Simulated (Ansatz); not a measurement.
Ti2Co and the effect of the pressure

The cell as given:

```
CELL_PARAMETERS angstrom
0.00000 3.36500 3.36500
3.36500 0.00000 3.36500
3.36500 3.36500 0.00000
ATOMIC_POSITIONS crystal
Co 0.75000 0.75000 0.75000
Co 0.50000 0.50000 0.50000
Ti 0.12500 0.62500 0.12500
Ti 0.12500 0.12500 0.62500
Ti 0.62500 0.12500 0.12500
Ti 0.12500 0.12500 0.12500
```

Kept alike: task relaxation of cell and atoms; functional PBEsol; k mesh 7 × 7 × 7; occupations fermi-dirac, width 0.05 eV; collinear spin, ferromagnetic start. Program: Ansatz, Ansatz PAW, cutoff 420 eV. The mesh is that of the run's cell of 6 atoms. No spin-orbit coupling.

| pressure, P (GPa) | volume (Å³/atom) | largest site moment (μB) |
| --- | --- | --- |
| 0 | 14.166 | 1.03 |
| 2 | 13.929 | 0.94 |
| 5 | ? | 0.82 |
| 10 | 13.143 | 0.64 |
| 20 | 12.427 | 0.38 |

The relaxations keep at least the cell's symmetry (Fd-3m). For a metal such a mesh leaves the last digits unconverged. The runs follow the start's structure, whether or not it is the stable one at these pressures. P is the pressure aimed at, which the runs meet within some hundredths to tenths of a GPa. The runs hold the magnetic state that their start led to, which needn't be the lowest. Site moments count inside each atom's sphere or projector. All rows use potentials made for PBE.

Q: Fit the rows shown and predict the run at 5 GPa.

A: Murnaghan's form V = V0 (1 + B′P/B0)^(-1/B′) through the rows shown has V0 = 14.1674, B0 = 112.4 GPa and B′ = 4.44 (largest miss 0.0022); at P = 5 it gives 13.604 Å³/atom. The run gave: volume 13.607 Å³/atom.
